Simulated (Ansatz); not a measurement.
# Comparing deformations in SnSe

These are results of DFT r2SCAN, scalar-relativistic, plane waves, PAW in Ansatz, not measurements. The runs took a 500 eV cutoff, a Γ-centred 6×6×4 mesh and Gaussian smearing (0.05 eV). No spin polarisation. Energies are free energies at this smearing, counted from the undisturbed cell; pressure is positive in compression.

The undisturbed cell (relaxed at this level; this form isn't the usual structure):

```
Sn Se
1.0
     4.28609    0.00000    0.00000
     0.00000    4.28609    0.00000
     0.00000    0.00000   10.98985
Sn Se
2 2
Direct
  0.50000 0.00000 0.37139
  0.00000 0.50000 0.62861
  0.50000 0.00000 0.61509
  0.00000 0.50000 0.38491
```

The cell holds layers and no dispersion correction was added, so their binding is poorly described.

The cell is strained by ε times a Voigt pattern (xx, yy, zz, yz, xz, xy; engineering shear) with fractional coordinates fixed. τ = (1/V0) dE/dε comes from the stress tensor. Of each scan, only the three points used here are listed.

| pattern | ε | τ (GPa) |
| --- | --- | --- |
| (1, -1, 0, 0, 0, 0) | -0.0250 | -0.989 |
| (1, -1, 0, 0, 0, 0) | 0.0000 | 0.000 |
| (1, -1, 0, 0, 0, 0) | 0.0250 | 0.989 |
| (0, 0, 0, 1, 0, 0) | -0.0300 | -0.2371 |
| (0, 0, 0, 1, 0, 0) | 0.0000 | 0.0000 |
| (0, 0, 0, 1, 0, 0) | 0.0150 | 0.1185 |

Task: Which constants do the scans give, and which deformation costs least for the same size of strain tensor?

Result: The slope dτ/dε at zero (parabola through three points) is pᵀCp: (1, -1, 0, 0, 0, 0) gives C11 + C22 − 2 C12 = 40 GPa; (0, 0, 0, 1, 0, 0) gives C44 = 7.9 GPa. The size of the strain tensor, ε:ε, is ε² times 2.0, 0.5. Per unit of it the stiffnesses are 20, 15.8 GPa, so (0, 0, 0, 1, 0, 0) is the softest of these: at ε:ε = (1 %)² the quadratic term costs 0.25 meV/atom against 0.31 for the stiffest. These are clamped-ion values.

Forces appear on the atoms along this scan, and letting them relax would lower the energy and soften the response.